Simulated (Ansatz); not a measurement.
SnO2 (started from an entry of an open crystallographic database) at its r2SCAN geometry, run in the plane-wave code Ansatz at 2 levels of theory. Calculated for a static, non-magnetic cell.

The LDA input:
```yaml
crystal:
  lattice:
    - [4.7604949007, 0.0, 0.0]
    - [0.0, 4.7604949007, 0.0]
    - [0.0, 0.0, 3.2001628118]
  atoms:
    - { symbol: Sn, position: [0.0, 0.0, 0.0] }
    - { symbol: Sn, position: [0.5, 0.5, 0.5] }
    - { symbol: O, position: [0.305880915, 0.305880915, 0.0] }
    - { symbol: O, position: [0.194119085, 0.805880915, 0.5] }
    - { symbol: O, position: [0.694119085, 0.694119085, 0.0] }
    - { symbol: O, position: [0.805880915, 0.194119085, 0.5] }
kpoints:
  mp_grid: { grid: [6, 6, 8] }
  band_path:
    path:
      - [0.0, 0.0, 0.0]
      - [0.0, 0.5, 0.0]
      - [0.5, 0.5, 0.0]
      - [0.0, 0.0, 0.5]
      - [0.0, 0.5, 0.5]
      - [0.5, 0.5, 0.5]
    npoints: 1
hamiltonian:
  xc: lda
scf:
  occupations: { method: fixed }
  n_extra_bands: 5
output:
  forces: true
  stress: true
  eigenvalues: true
  write_density: true
  write_potential: true
  elf: true
  volumetric_format: npy
```

Main results, then, where recorded, the levels near the gap in eV from the Fermi energy (columns number the bands from 0), one row a point of the path (Γ, X, M, Z, R, A):
```
Crystal: 6 atoms, lattice volume = 72.523 Å³
Symmetry: 16 space group operations
Space group: P42/mnm (ITA 136)
```
```
Basis set: ecut = 420 eV, 1427 PW (Γ)
Bands: 31, of which v1, the nominal top of the filled ones, is band 26 counted from 1 (25 counted from 0)
k-points: 50 of 288
Free energy (F): -13980.345776 eV
Fermi energy:    8.957592 eV
--- Forces (eV/Å), atoms counted from 1 ---
  atom   1  Sn      0.00000      0.00000      0.00000
  atom   2  Sn      0.00000      0.00000      0.00000
  atom   3  O       0.05391      0.05391      0.00000
  atom   4  O     -0.05391      0.05391      0.00000
  atom   5  O     -0.05391    -0.05391      0.00000
  atom   6  O       0.05391    -0.05391      0.00000
--- Stress (GPa, compression-positive) ---
       -3.790279       0.000000       0.000000
        0.000000      -3.790279       0.000000
        0.000000       0.000000      -3.832419
  P = ⅓ Tr σ = -3.8043 GPa (-38.043 kbar)
```
```tsv
band_23	band_24	band_25	band_26	band_27	band_28
-0.792	-0.792	0.000	0.951	5.824	6.021
-1.228	-0.640	-0.640	4.132	4.132	6.775
-1.353	-0.904	-0.904	4.527	4.527	7.218
-1.672	-1.256	-1.256	5.820	5.820	9.395
-1.104	-0.745	-0.745	6.088	6.088	7.723
-0.969	-0.832	-0.832	4.497	4.497	8.569
```

The LDA gap is direct at Γ: 0.95 eV.

PBE+SOC. Against the first input these blocks differ (the band path and keys that only write files left aside):
```yaml
hamiltonian:
  xc: pbe
scf:
  occupations: { method: fermi_dirac, width: 0.02 }
  n_extra_bands: 10
magnetization:
  noncollinear: true
  spin_orbit: true
```

```
Basis set: ecut = 420 eV, 1427 PW (Γ)
Bands: 62, of which v1, the nominal top of the filled ones, is band 52 counted from 1 (51 counted from 0)
k-points: 50 of 288
Free energy (F): -14322.163188 eV
Fermi energy:    9.874564 eV
--- Forces (eV/Å), atoms counted from 1 ---
  atom   1  Sn      0.00000      0.00000      0.00000
  atom   2  Sn      0.00000      0.00000      0.00000
  atom   3  O     -0.02068    -0.02068      0.00000
  atom   4  O       0.02068    -0.02068      0.00000
  atom   5  O       0.02068      0.02068      0.00000
  atom   6  O     -0.02068      0.02068      0.00000
--- Stress (GPa, compression-positive) ---
        7.118588       0.000000       0.000000
        0.000000       7.118588       0.000000
        0.000000       0.000000       8.776832
  P = ⅓ Tr σ = 7.6713 GPa (76.713 kbar)
```
```tsv
band_46	band_47	band_48	band_49	band_50	band_51	band_52	band_53	band_54	band_55	band_56	band_57
-1.333	-1.333	-1.308	-1.308	-0.552	-0.552	0.552	0.552	5.536	5.536	5.600	5.600
-1.742	-1.742	-1.173	-1.173	-1.173	-1.173	3.748	3.748	3.748	3.748	6.474	6.474
-1.865	-1.865	-1.442	-1.442	-1.442	-1.442	4.173	4.173	4.173	4.173	6.871	6.871
-2.177	-2.177	-1.786	-1.786	-1.786	-1.786	5.493	5.493	5.493	5.493	9.085	9.085
-1.626	-1.626	-1.270	-1.270	-1.260	-1.260	5.761	5.761	5.774	5.774	7.215	7.215
-1.496	-1.496	-1.373	-1.373	-1.373	-1.373	4.171	4.171	4.171	4.171	8.291	8.291
```

With PBE+SOC the gap is 1.10 eV and direct, at Γ. With the atoms held, the mean pressure is +7.67 GPa (compression positive).

Totals of different functionals, or with and without spin-orbit coupling, can't be compared.

Only the levels marked +SOC include spin-orbit coupling.
